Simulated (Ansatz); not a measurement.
Here is the system:

Relaxed RuO2 (rutile):

```xyz
12
Lattice="9.0468 0.0000 0.0000 0.0000 4.5234 0.0000 0.0000 0.0000 3.1190" Properties=species:S:1:pos:R:3 pbc="T T T"
Ru     2.2617     2.2617     1.5595
Ru     6.7851     2.2617     1.5595
Ru     0.0000     0.0000     0.0000
Ru     4.5234     0.0000     0.0000
O      3.6444     3.6444     1.5595
O      8.1678     3.6444     1.5595
O      1.3827     3.1407     0.0000
O      5.9061     3.1407     0.0000
O      3.1407     1.3827     0.0000
O      7.6641     1.3827     0.0000
O      0.8790     0.8790     1.5595
O      5.4024     0.8790     1.5595
```

A phonon eigenvector at X = (0.5, 0.0, 0.0) is frozen into this cell: atom i moves by Q times the vector below, so Q is the largest atomic displacement, in Å. The cell is held. It is one choice among 2 degenerate patterns. (q is in reciprocal vectors of the primitive cell; the cell shown is doubled to hold the pattern.)

```json
[
 {"atom": "Ru1", "x": "-0.922", "y": "0.387", "z": "0.000"},
 {"atom": "Ru2", "x": "0.922", "y": "-0.387", "z": "0.000"},
 {"atom": "Ru3", "x": "-0.568", "y": "-0.238", "z": "0.000"},
 {"atom": "Ru4", "x": "0.568", "y": "0.238", "z": "0.000"},
 {"atom": "O5", "x": "-0.066", "y": "0.276", "z": "0.000"},
 {"atom": "O6", "x": "0.066", "y": "-0.276", "z": "0.000"},
 {"atom": "O7", "x": "-0.722", "y": "0.008", "z": "0.000"},
 {"atom": "O8", "x": "0.722", "y": "-0.008", "z": "0.000"},
 {"atom": "O9", "x": "-0.267", "y": "0.250", "z": "0.000"},
 {"atom": "O10", "x": "0.267", "y": "-0.250", "z": "0.000"},
 {"atom": "O11", "x": "-0.675", "y": "0.117", "z": "0.000"},
 {"atom": "O12", "x": "0.675", "y": "-0.117", "z": "0.000"}
]
```

These are PBE (plane waves to 420 eV, PAW, scalar-relativistic; Ansatz, a first-principles code) values and carry that method's errors. k mesh 5×10×15 (Γ-centred), Fermi-Dirac smearing 0.05 eV. E stands for the smeared free energy. With partly filled bands, energies and forces of such displacements shift with the k mesh and the smearing. RuO2 is run without spin polarisation and with no Hubbard U. RuO2 was relaxed with its symmetry unable to fall. The zero of ΔE is the undisplaced structure.

The scan covers Q from -0.180 to 0.180 Å in 13 points.

Q: Which space group does the distorted structure have?

A: Pm (No. 6), lowered from P4_2/mnm.

Q: Is this a single well or a double well?

A: A single well with its minimum at or next to zero displacement.

Q: What is the energy change at Q = 0.180 Å?

A: 891 meV/cell.

Q: What harmonic wavenumber does the curvature at Q = 0 give?

A: 217 cm⁻¹.

(A displaced cell: forces are minus the slopes of the energy, force constants its curvatures, and phonons follow from these.)
